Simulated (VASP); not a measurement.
# I (C2/m) in VASP: a series of runs

The runs below take I through single point, with r2SCAN.

Everything below comes from runs of VASP 6.6.1. Logs are shortened: lines on timing, memory, paths and dates and some standing lists are left out, and cuts for length are marked.

## (1) The crystal as given

The structure is monoclinic, space group C2/m (No. 12). Conventional cell: a = 5.077 Å, b = 7.413 Å, c = 2.880 Å, α = 90.00°, β = 124.24°, γ = 90.00°. I (site symmetry 2/m) is surrounded by 2 I at 2.88 Å.

## (2) Single point, r2SCAN

INCAR reads:

```
PREC     = Accurate       # precision mode
ENCUT    = 460            # plane-wave cutoff, eV
EDIFF    = 1E-6           # SCF threshold, eV
ISMEAR   = 0              # smearing method
SIGMA    = 0.05           # smearing width, eV
LREAL    = F              # projectors in reciprocal space
LASPH    = T              # aspherical terms in the spheres
NELM     = 100            # most SCF steps
ALGO     = Normal         # electronic algorithm
ISIF     = 2              # what is computed and relaxed
LWAVE    = F              # write WAVECAR
LCHARG   = F              # write CHGCAR
METAGGA  = R2SCAN         # meta-GGA
LMIXTAU  = T            
NBANDS   = 10             # bands
ADDGRID  = T
```

KPOINTS reads:

```
Automatic mesh
0
Gamma
  5 5 8
```

POSCAR reads:

```
I
1.0
    2.5383465792     -3.7066249365      0.0000000000
    2.5383465792      3.7066249365      0.0000000000
   -1.6208748370      0.0000000000      2.3810977968
I
1
Direct
    0.5000000000      0.5000000000      0.5000000000
```

Potentials or basis: VASP PAW PBE potentials, release 64 (I).

Started as:

```console
cat potpaw_PBE.64/I/POTCAR > POTCAR
mpirun -np 1 vasp_std > vasp.out
```

OUTCAR:

```text
PREC = Accurate
   ENCUT = 460
   EDIFF = 1E-6
   ISMEAR = 0
   LREAL = F
   LASPH = T
   NELM = 100
   ISIF = 2
   METAGGA = R2SCAN

 Found     63 irreducible k-points:

 Following reciprocal coordinates:
            Coordinates               Weight
  0.000000  0.000000  0.000000      1.000000
  0.200000 -0.000000 -0.000000      4.000000
  0.400000 -0.000000  0.000000      4.000000
  0.200000  0.200000 -0.000000      2.000000
  0.400000  0.200000 -0.000000      4.000000
 -0.400000  0.200000 -0.000000      4.000000
   k-points           NKPTS =     63   k-points in BZ     NKDIM =     63   number of bands    NBANDS=     10
   number of dos      NEDOS =    301   number of ions     NIONS =      1
   total plane-waves  NPLWV =  20480
   dimension x,y,z NGX =    32 NGY =   32 NGZ =   20
   dimension x,y,z NGXF=    64 NGYF=   64 NGZF=   40
   ions per type =               1
   NGX,Y,Z   is equivalent  to a cutoff of  11.84, 11.84, 11.54 a.u.
   NGXF,Y,Z  is equivalent  to a cutoff of  23.68, 23.68, 23.09 a.u.
 SYSTEM =  unknown system
   PREC   = accura    normal or accurate (medium, high low for compatibility)
   ISTART =      0    job   : 0-new  1-cont  2-samecut
   ICHARG =      2    charge: 1-file 2-atom 10-const
   ISPIN  =      1    spin polarized calculation?
   LNONCOLLINEAR =      F non collinear calculations
   LSORBIT =      F    spin-orbit coupling
   LASPH  =      T    aspherical Exc in radial PAW
   ENCUT  =  460.0 eV  33.81 Ry    5.81 a.u.   7.86  7.86  5.04*2*pi/ulx,y,z
   NELM   =    100;   NELMIN=  2; NELMDL= -5     # of ELM steps
   EDIFF  = 0.1E-05   stopping-criterion for ELM
   LREAL  =      F    real-space projection
   EDIFFG = 0.1E-04   stopping-criterion for IOM
   NSW    =      0    number of steps for IOM
   IBRION =     -1    ionic relax: 0-MD 1-quasi-New 2-CG
   NFREE  =      0    steps in history (QN), initial steepest desc. (CG)
   ISIF   =      2    stress and relaxation
   ISYM   =      2    0-nonsym 1-usesym 2-fastsym
   POTIM  = 0.5000    time-step for ionic-motion
   TEBEG  =    0.0;   TEEND  =   0.0 temperature during run
   PSTRESS=    0.0 pullay stress
   NELECT =       7.0000    total number of electrons
   NUPDOWN=      -1.0000    fix difference up-down
   EMIN   =  10.00;   EMAX   =-10.00  energy-range for DOS
   EFERMI =   0.00;   METHOD = LEGACY
   ISMEAR =     0;   SIGMA  =   0.05  broadening in eV -4-tet -1-fermi 0-gaus
   EFERMI_NEDOS =   21; number of points for ismear=-14 and -15
   IALGO  =     38    algorithm
   IMIX   =      4    mixing-type and parameters
     AMIX     =   0.40;   BMIX     =  1.00
     AMIX_MAG =   1.60;   BMIX_MAG =  1.00
  volume/ion in A,a.u.               =      44.81       302.37
  Fermi-wavevector in a.u.,A,eV,Ry     =   0.881716  1.666201 10.577477  0.777423
  Thomas-Fermi vector in A             =   2.002249
   LORBIT       =      0    0 simple, 1 ext, 2 COOP (PROOUT), +10 PAW based schemes
   METAGGA = R2SCAN    functional components
   LHFCALC =     F    Hartree Fock is set to
   AEXX    =    0.0000 exact exchange contribution
   IVDW    =     0    specifies the selected vdW correction
   LEPSILON=     F    determine dielectric tensor
   LRPA    =     F    only Hartree local field effects (RPA)
 non-spin polarized calculation
 Gauss-broadening in eV      SIGMA  =   0.05
  energy-cutoff  :      460.00
  volume of cell :       44.81
 maximum number of plane-waves:      1020
   NGX = 15   NGY = 15   NGZ = 11

 number of electron       7.0000000 magnetization

 Free energy of the ion-electron system (eV)
  ---------------------------------------------------
  ext. energy  EPLUGINS =         0.00000000
  ---------------------------------------------------
  free energy    TOTEN  =       -24.49179007 eV

  energy without entropy =      -24.48955290  energy(sigma->0) =      -24.49067148

 E-fermi :   1.6444     XC(G=0):  -8.1526

 val. band max:        1.6356505216   @ k =  -0.2000  -0.2000   0.3750
 cond. band min:       1.6562915211   @ k =  -0.2000   0.2000   0.5000
 fundamental gap:      0.0206409995
 Fermi energy:         1.6444007287

 k-point     1 :       0.0000    0.0000    0.0000
  band No.  band energies     occupation
      1     -12.1239      2.00000
      2       0.2557      2.00000
      3       0.2632      2.00000
      4       6.2744      0.00000
      5       6.7314      0.00000
      6      10.2288      0.00000
      7      10.5563      0.00000
      8      13.1791      0.00000
      9      13.4491      0.00000
     10      18.7635      0.00000

 k-point     2 :       0.2000   -0.0000   -0.0000
  band No.  band energies     occupation
      1     -12.0239      2.00000
      2      -0.6110      2.00000
      3       0.0719      2.00000
      4       6.2804      0.00000
      5       7.8294      0.00000
      6       9.6155      0.00000
      7      11.3235      0.00000
      8      13.4492      0.00000
      9      15.8181      0.00000
     10      18.9978      0.00000

 k-point     3 :       0.4000   -0.0000    0.0000
  band No.  band energies     occupation
      1     -11.8515      2.00000
      2      -1.6864      2.00000
      3      -0.1987      2.00000
      4       6.2905      0.00000
      5       7.5300      0.00000
      6      12.0001      0.00000
      7      13.4230      0.00000
      8      13.9867      0.00000
      9      17.9981      0.00000
     10      18.6290      0.00000

 k-point     4 :       0.2000    0.2000   -0.0000
  band No.  band energies     occupation
      1     -11.8826      2.00000
      2      -1.3903      2.00000
      3      -0.3496      2.00000
      4       6.3137      0.00000
      5       8.9752      0.00000
      6       9.3134      0.00000
      7      13.2867      0.00000
      8      14.1842      0.00000
      9      18.1096      0.00000
     10      19.0591      0.00000

 k-point     5 :       0.4000    0.2000   -0.0000
  band No.  band energies     occupation
      1     -11.8014      2.00000
      2      -1.6461      2.00000
      3      -0.7599      2.00000
      4       6.2530      0.00000
      5       8.7300      0.00000
      6      11.5749      0.00000
      7      12.6975      0.00000
      8      14.9467      0.00000
      9      17.2502      0.00000
     10      18.9816      0.00000

 k-point     6 :      -0.4000    0.2000   -0.0000
  band No.  band energies     occupation
      1     -11.8990      2.00000
      2      -1.2561      2.00000
      3      -0.4228      2.00000
      4       6.1836      0.00000
      5       9.0891      0.00000
      6       9.3439      0.00000
      7      12.9240      0.00000
      8      14.0367      0.00000
      9      17.8645      0.00000
     10      18.7601      0.00000

 [... further k-points ...]

------------------------ aborting loop because EDIFF is reached ----------------------------------------

  FORCE on cell =-STRESS in cart. coord.  units (eV):
  Direction    XX          YY          ZZ          XY          YZ          ZX
  --------------------------------------------------------------------------------------
  -------------------------------------------------------------------------------------
  Total        0.1119082      0.0609305      0.6786608      0.0000000      0.0000000     -0.7694684
  in kB        4.0016197      2.1787543     24.2675849      0.0000000      0.0000000    -27.5146855
  external PRESSURE =      10.1493196 kB  Pullay stress =       0.0000000 kB

 VOLUME and BASIS-vectors are now :
 -----------------------------------------------------------------------------
  energy-cutoff  :      460.00
  volume of cell :       44.81
      direct lattice vectors                 reciprocal lattice vectors
     2.538346579 -3.706624936  0.000000000     0.196978618 -0.134893605  0.134088438
     2.538346579  3.706624936  0.000000000     0.196978618  0.134893605  0.134088438
    -1.620874837  0.000000000  2.381097797     0.000000000  0.000000000  0.419974350

 POSITION                                       TOTAL-FORCE (eV/Angst)
 -----------------------------------------------------------------------------------
      1.72791      0.00000      1.19055         0.000000     -0.000000      0.000000
 -----------------------------------------------------------------------------------
    total drift:                               -0.000000     -0.000000     -0.000000

  FREE ENERGIE OF THE ION-ELECTRON SYSTEM (eV)
  ---------------------------------------------------
  free  energy   TOTEN  =       -24.4917900669 eV

  energy  without entropy=      -24.4895528988  energy(sigma->0) =      -24.49067148
```

OSZICAR:

```text
N       E                     dE             d eps       ncg     rms          rms(c)
DAV:   1     0.358715741793E+01    0.35872E+01   -0.23924E+03  1260   0.458E+02
DAV:   2    -0.245822513705E+02   -0.28169E+02   -0.27376E+02  1600   0.852E+01
DAV:   3    -0.258011622469E+02   -0.12189E+01   -0.12048E+01  1576   0.213E+01
DAV:   4    -0.258147053590E+02   -0.13543E-01   -0.13541E-01  1636   0.255E+00
DAV:   5    -0.258149572419E+02   -0.25188E-03   -0.25188E-03  1594   0.306E-01    0.418E+00
DAV:   6    -0.244603568750E+02    0.13546E+01   -0.26677E-01  1314   0.296E+00    0.315E+00
DAV:   7    -0.245022073815E+02   -0.41851E-01   -0.19598E-01  1304   0.278E+00    0.755E-01
DAV:   8    -0.244727231707E+02    0.29484E-01   -0.14845E-01  1298   0.261E+00    0.458E-01
DAV:   9    -0.244888094656E+02   -0.16086E-01   -0.91859E-03  1382   0.765E-01    0.160E-01
DAV:  10    -0.244903793688E+02   -0.15699E-02   -0.85775E-04  1420   0.252E-01    0.104E-01
DAV:  11    -0.244914268235E+02   -0.10475E-02   -0.70597E-04  1322   0.221E-01    0.708E-02
DAV:  12    -0.244917556525E+02   -0.32883E-03   -0.26862E-04  1342   0.126E-01    0.185E-02
DAV:  13    -0.244917895761E+02   -0.33924E-04   -0.52800E-05  1372   0.661E-02    0.364E-03
DAV:  14    -0.244917900669E+02   -0.49080E-06   -0.82776E-06  1434   0.244E-02
   1 F= -.24491790E+02 E0= -.24490671E+02  d E =-.223717E-02
```

Wall time 49 s (1 thread of Intel Xeon Platinum 8375C at 2.90GHz (Ice Lake), shared host); peak memory 0.24 GiB.

The run converged, but some of its settings lie outside the range that counts as converged, so its numbers aren't taken as properties of the crystal.

What came out:

```yaml
Free_energy: -24.4918 eV
Pressure: 1.0 GPa
Band_gap_on_the_k_mesh: none (metal or under the smearing width)
```

Caveat: the PAW data sets were made with another functional, which shifts forces and pressure a little; an odd number of electrons without spin polarisation forces a metal; a magnetic or distorted state may lie lower.

## (3) Single point, r2SCAN

Edit INCAR of step 2 so:

```diff
@@ -6,3 +6,3 @@
 LREAL    = F              # projectors in reciprocal space
-LASPH    = T              # aspherical terms in the spheres
+LASPH    = F              # aspherical terms in the spheres
 NELM     = 100            # most SCF steps
@@ -15,2 +15,2 @@
 NBANDS   = 10             # bands
-ADDGRID  = T
+ADDGRID  = F
```

KPOINTS is that of step 2.

POSCAR is that of step 2.

Potentials or basis: VASP PAW PBE potentials, release 64 (I).

Started as:

```console
cat potpaw_PBE.64/I/POTCAR > POTCAR
mpirun -np 1 vasp_std > vasp.out
```

Run time: 37 s. Hardware: 1 thread of Intel Xeon Platinum 8375C at 2.90GHz (Ice Lake), shared host; peak memory 0.16 GiB.

The run converged, but some of its settings lie outside the range that counts as converged, so its numbers aren't taken as properties of the crystal.

Results:

```
Free energy            : -24.4995 eV
Pressure               : 1.0 GPa
Band gap on the k mesh : none (metal or under the smearing width)
```

Caveat: the PAW data sets were made with another functional, which shifts forces and pressure a little; an odd number of electrons without spin polarisation forces a metal; a magnetic or distorted state may lie lower.

## (4) Single point, r2SCAN

INCAR reads:

```
PREC     = Normal         # precision mode
ENCUT    = 460            # plane-wave cutoff, eV
EDIFF    = 1E-4           # SCF threshold, eV
ISMEAR   = 0              # smearing method
SIGMA    = 0.05           # smearing width, eV
LREAL    = Auto         
LASPH    = T              # aspherical terms in the spheres
NELM     = 100            # most SCF steps
ALGO     = Normal         # electronic algorithm
ISIF     = 2              # what is computed and relaxed
LWAVE    = F              # write WAVECAR
LCHARG   = F              # write CHGCAR
METAGGA  = R2SCAN         # meta-GGA
LMIXTAU  = T            
NBANDS   = 10             # bands
ADDGRID  = F
```

KPOINTS is that of step 3.

POSCAR is that of step 3.

Started as:

```console
cat potpaw_PBE.64/I/POTCAR > POTCAR
mpirun -np 1 vasp_std > vasp.out
```

It took 24 s on 1 thread of Intel Xeon Platinum 8375C at 2.90GHz (Ice Lake), shared host; peak memory 0.13 GiB.

The run converged, but some of its settings lie outside the range that counts as converged, so its numbers aren't taken as properties of the crystal.

Results:

| Item | Value |
| --- | --- |
| Free energy | -24.4924 eV |
| Pressure | 0.9 GPa |
| Band gap on the k mesh | none (metal or under the smearing width) |

Caveat: the PAW data sets were made with another functional, which shifts forces and pressure a little; an odd number of electrons without spin polarisation forces a metal; a magnetic or distorted state may lie lower.

## (5) The reference run

An earlier run on the cell as given: functional PBE; potentials or basis VASP PAW PBE potentials, release 64 (I); cutoff 520 eV; k mesh 7 × 7 × 11; occupations fermi-dirac, width 0.05 eV; no spin polarisation.

* Pressure: 1.1 GPa
* Band gap on the k mesh: none (metal or under the smearing width)
